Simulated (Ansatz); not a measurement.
# Cu2O: the cost of one run

Computed with Ansatz 0.2.0 (DFT PBE, scalar-relativistic, plane waves, PAW, unless a step's input says otherwise).

## Step 1: The starting structure

It takes space group Pn-3m (No. 224, cubic). Conventional cell: a = 4.247 Å, b = 4.247 Å, c = 4.247 Å, α = 90.00°, β = 90.00°, γ = 90.00°. Cu (site symmetry -3m) is surrounded by 2 O at 1.84 Å. Around O (site symmetry -43m) lie 4 Cu at 1.84 Å.

As a file:

```cif
data_structure
_symmetry_space_group_name_H-M 'Pn-3m:1'
_symmetry_Int_Tables_number 224
_cell_length_a 4.2467
_cell_length_b 4.2467
_cell_length_c 4.2467
_cell_angle_alpha 90.000
_cell_angle_beta 90.000
_cell_angle_gamma 90.000
_cell_volume 76.59
loop_
_atom_site_label
_atom_site_type_symbol
_atom_site_symmetry_multiplicity
_atom_site_Wyckoff_symbol
_atom_site_fract_x
_atom_site_fract_y
_atom_site_fract_z
_atom_site_occupancy
Cu1 Cu 4 c 0.25000 0.25000 0.75000 1
O1 O 2 a 0.50000 0.50000 0.50000 1
```

The structure comes from the Materials Project (structure only).

(A quick probe on a coarse mesh, which set the mesh and smearing, is not shown.)

## Step 3: The relaxation

File input.yaml:

```yaml
crystal:
  lattice:
    - [4.24669932, 0.0, 0.0]
    - [0.0, 4.24669932, 0.0]
    - [0.0, 0.0, 4.24669932]
  atoms:
    - { symbol: Cu, position: [0.25, 0.25, 0.75] }
    - { symbol: Cu, position: [0.75, 0.25, 0.25] }
    - { symbol: Cu, position: [0.25, 0.75, 0.25] }
    - { symbol: Cu, position: [0.75, 0.75, 0.75] }
    - { symbol: O, position: [0.5, 0.5, 0.5] }
    - { symbol: O, position: [0.0, 0.0, 0.0] }
basis:
  ecutwfc: 420
kpoints:
  mp_grid: { grid: [8, 8, 8] }
hamiltonian:
  xc: pbe
scf:
  occupations: { method: gaussian, width: 0.02 }
output:
  forces: true
  stress: true
  eigenvalues: true
  write_density: true
  write_potential: true
  elf: true
  volumetric_format: npy
relax:
  adjacent_minimum: "off"
  f_tol: 0.005
  max_steps: 80
  cell: { stress_tol: 0.05 }
```

On the command line:

```
ansatz run input.yaml --threads 8 --pin off --max-ram 20480MiB --backend cpu --events-out ev --progress --plain --runs-dir out
```

Q: Estimate wall time and peak memory on 8 threads of Intel Xeon 6975P-C (Granite Rapids), shared host.

About 5.3 s, with a peak of 0.63 GiB.
